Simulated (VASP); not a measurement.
# LiF (P6_3mc) in VASP: a series of runs, part 2 of 2

VASP 6.6.1. The steps go on from the part before.

**3. Single point, PBEsol**

File INCAR:

```
PREC = Accurate
ENCUT = 520
EDIFF = 1E-6
ISMEAR = 0
SIGMA = 0.05
LREAL = False
LASPH = True
NELM = 100
ALGO = Normal
ISIF = 2
LWAVE = False
LCHARG = False
GGA = PS
NBANDS = 18
```

File KPOINTS:

```
regular mesh
0
Gamma
  9 9 6
```

File POSCAR:

```
LiF
1.0
    3.0115611857      0.0000000000      0.0000000000
   -1.5057805928      2.6080884919      0.0000000000
    0.0000000000      0.0000000000      4.9662621916
Li F
2 2
Direct
    0.3333333333      0.6666666667      0.3811542600
    0.6666666667      0.3333333333      0.8811542600
    0.3333333333      0.6666666667      0.9938437400
    0.6666666667      0.3333333333      0.4938437400
```

Potentials or basis: VASP PAW PBE potentials, release 64 (Li_sv, F).

Launch:

```sh
$ cat potpaw_PBE.64/Li_sv/POTCAR potpaw_PBE.64/F/POTCAR > POTCAR
$ mpirun -np 1 vasp_std > vasp.out
```

OUTCAR:

```text
PREC = Accurate
   ENCUT = 520
   EDIFF = 1E-6
   ISMEAR = 0
   LREAL = False
   LASPH = True
   NELM = 100
   ISIF = 2
   GGA = PS

 ion  position               nearest neighbor table
   1  0.333  0.667  0.381-   4 1.83   4 1.83   4 1.83   3 1.92
   2  0.667  0.333  0.881-   3 1.83   3 1.83   3 1.83   4 1.92
   3  0.333  0.667  0.994-   2 1.83   2 1.83   2 1.83   1 1.92
   4  0.667  0.333  0.494-   1 1.83   1 1.83   1 1.83   2 1.92

  LATTYP: Found a hexagonal cell.
 ALAT       =     3.0115611857
 C/A-ratio  =     1.6490656790

  Lattice vectors:

 A1 = (   3.0115611857,   0.0000000000,   0.0000000000)
 A2 = (  -1.5057805928,   2.6080884919,   0.0000000000)
 A3 = (   0.0000000000,   0.0000000000,   4.9662621916)

Analysis of symmetry for initial positions (statically):
=====================================================================
 Subroutine PRICEL returns:
 Original cell was already a primitive cell.

 Routine SETGRP: Setting up the symmetry group for a
 hexagonal supercell.

 Subroutine GETGRP returns: Found 12 space group operations
[... 174 lines left out ...]

 val. band max:       -2.5257816856   @ k =   0.0000   0.0000   0.0000
 cond. band min:       5.2594960662   @ k =   0.0000   0.0000   0.0000
 fundamental gap:      7.7852777518
 Fermi energy:        -2.2982273342

 k-point     1 :       0.0000    0.0000    0.0000
  band No.  band energies     occupation
      1     -42.1718      2.00000
      2     -42.1313      2.00000
      3     -21.8108      2.00000
      4     -21.6001      2.00000
      5      -4.7063      2.00000
      6      -2.8608      2.00000
[... 481 lines left out ...]
      5      -4.5274      2.00000
      6      -3.7051      2.00000
[... 10 lines left out ...]
     17      16.0349      0.00000
     18      18.9549      0.00000

 [... further k-points ...]

------------------------ aborting loop because EDIFF is reached ----------------------------------------

  FORCE on cell =-STRESS in cart. coord.  units (eV):
  Direction    XX          YY          ZZ          XY          YZ          ZX
  --------------------------------------------------------------------------------------
  -------------------------------------------------------------------------------------
  Total        0.8506793      0.8506793     -0.4290451      0.0000000      0.0000000      0.0000000
  in kB       34.9407957     34.9407957    -17.6225943      0.0000000      0.0000000      0.0000000
  external PRESSURE =      17.4196657 kB  Pullay stress =       0.0000000 kB

 VOLUME and BASIS-vectors are now :
 -----------------------------------------------------------------------------
  energy-cutoff  :      520.00
  volume of cell :       39.01
      direct lattice vectors                 reciprocal lattice vectors
     3.011561186  0.000000000  0.000000000     0.332053689  0.191711286  0.000000000
    -1.505780593  2.608088492  0.000000000     0.000000000  0.383422573  0.000000000
     0.000000000  0.000000000  4.966262192     0.000000000  0.000000000  0.201358680

 POSITION                                       TOTAL-FORCE (eV/Angst)
 -----------------------------------------------------------------------------------
     -0.00000      1.73873      1.89291        -0.000000      0.000000     -0.180341
      1.50578      0.86936      4.37604         0.000000     -0.000000     -0.180341
     -0.00000      1.73873      4.93569         0.000000      0.000000      0.180341
      1.50578      0.86936      2.45256        -0.000000     -0.000000      0.180341
 -----------------------------------------------------------------------------------
    total drift:                                0.000001      0.000001      0.000174

  FREE ENERGIE OF THE ION-ELECTRON SYSTEM (eV)
  ---------------------------------------------------
  free  energy   TOTEN  =       -19.5755592829 eV

  energy  without entropy=      -19.5755592829  energy(sigma->0) =      -19.57555928
```

OSZICAR:

```text
N       E                     dE             d eps       ncg     rms          rms(c)
DAV:   1     0.119102088447E+03    0.11910E+03   -0.10787E+04  1736   0.120E+03
DAV:   2    -0.107627967867E+02   -0.12986E+03   -0.12704E+03  1962   0.299E+02
DAV:   3    -0.207280053018E+02   -0.99652E+01   -0.99116E+01  3256   0.615E+01
DAV:   4    -0.208097791228E+02   -0.81774E-01   -0.81683E-01  2172   0.709E+00
DAV:   5    -0.208108540350E+02   -0.10749E-02   -0.10747E-02  2356   0.610E-01    0.674E+00
DAV:   6    -0.195358909635E+02    0.12750E+01   -0.33281E+00  1810   0.140E+01    0.225E+00
DAV:   7    -0.195483413359E+02   -0.12450E-01   -0.11218E-01  1984   0.237E+00    0.146E+00
DAV:   8    -0.195759147052E+02   -0.27573E-01   -0.54327E-02  2204   0.228E+00    0.356E-01
DAV:   9    -0.195747806750E+02    0.11340E-02   -0.68522E-03  2234   0.703E-01    0.971E-02
DAV:  10    -0.195755660907E+02   -0.78542E-03   -0.10100E-03  1876   0.228E-01    0.382E-02
DAV:  11    -0.195755573455E+02    0.87451E-05   -0.44231E-05  2448   0.606E-02    0.817E-03
DAV:  12    -0.195755591657E+02   -0.18201E-05   -0.48563E-06  1902   0.191E-02    0.228E-03
DAV:  13    -0.195755592829E+02   -0.11723E-06   -0.29919E-07  1714   0.463E-03
   1 F= -.19575559E+02 E0= -.19575559E+02  d E =-.598385E-13
```

Wall time 12 s (1 thread of Intel Xeon 6975P-C (Granite Rapids), shared host); peak memory 0.16 GiB.

What came out:

```yaml
Free_energy: -19.5756 eV
Largest_force: 0.180 eV/Å
Band_gap_on_the_k_mesh: 7.79 eV, direct
```

Forces in eV/Å, atoms in the order of the input:
```
Li   0.000  0.000 -0.180
Li   0.000  0.000 -0.180
F    0.000  0.000  0.180
F    0.000  0.000  0.180
```

Caveat: the cutoff is under 1.25 times the usual one of these potentials, so pressure, stress and relaxed cells hold a basis-set (Pulay) error; the PAW data sets were made with another functional, which shifts forces and pressure a little; an odd mesh through Γ misses points on the zone boundary, where band edges often lie.

**4. Single point, PBEsol**

File INCAR:

```
PREC = Accurate ; ENCUT = 520
EDIFF = 1E-6 ; ISMEAR = 0
SIGMA = 0.05 ; LREAL = False
LASPH = True ; NELM = 80
ALGO = Normal ; ISIF = 2
LWAVE = False ; LCHARG = True
GGA = PS ; LELF = True
LVHAR = True ; NBANDS = 18
```

File KPOINTS:

```
Automatic mesh
0
Gamma
  9 9 6
```

File POSCAR:

```
LiF
1.0
    3.2313337419      0.0000000000      0.0000000000
   -1.6156668709      2.7984171086      0.0000000000
    0.0000000000      0.0000000000      4.3136946053
Li F
2 2
Direct
    0.3333333333      0.6666666667      0.3811542600
    0.6666666667      0.3333333333      0.8811542600
    0.3333333333      0.6666666667      0.9938437400
    0.6666666667      0.3333333333      0.4938437400
```

Launch:

```sh
$ cat potpaw_PBE.64/Li_sv/POTCAR potpaw_PBE.64/F/POTCAR > POTCAR
$ mpirun -np 1 vasp_std > vasp.out
```

It took 9.3 s on 1 thread of Intel Xeon 6975P-C (Granite Rapids), shared host; peak memory 0.15 GiB.

It converged, with:

- Free energy: -19.3761 eV
- Largest force: 1.166 eV/Å
- Band gap on the k mesh: 7.59 eV, direct

Forces on the atoms (eV/Å):
```
Li   0.000  0.000  1.166
Li   0.000  0.000  1.166
F    0.000  0.000 -1.166
F    0.000  0.000 -1.166
```

Levels at points of the mesh, in eV from the valence-band top:
```csv
k point,band 8,band 9,band 10,band 11,band 12,band 13
"(0.00, 0.00, 0.00)",-0.23,-0.23,0.00,7.59,12.96,16.19
"(0.00, 0.00, 0.50)",-0.53,-0.53,-0.53,9.55,9.55,17.50
```

Caveat: the cutoff is under 1.25 times the usual one of these potentials, so pressure, stress and relaxed cells hold a basis-set (Pulay) error; the PAW data sets were made with another functional, which shifts forces and pressure a little; an odd mesh through Γ misses points on the zone boundary, where band edges often lie.
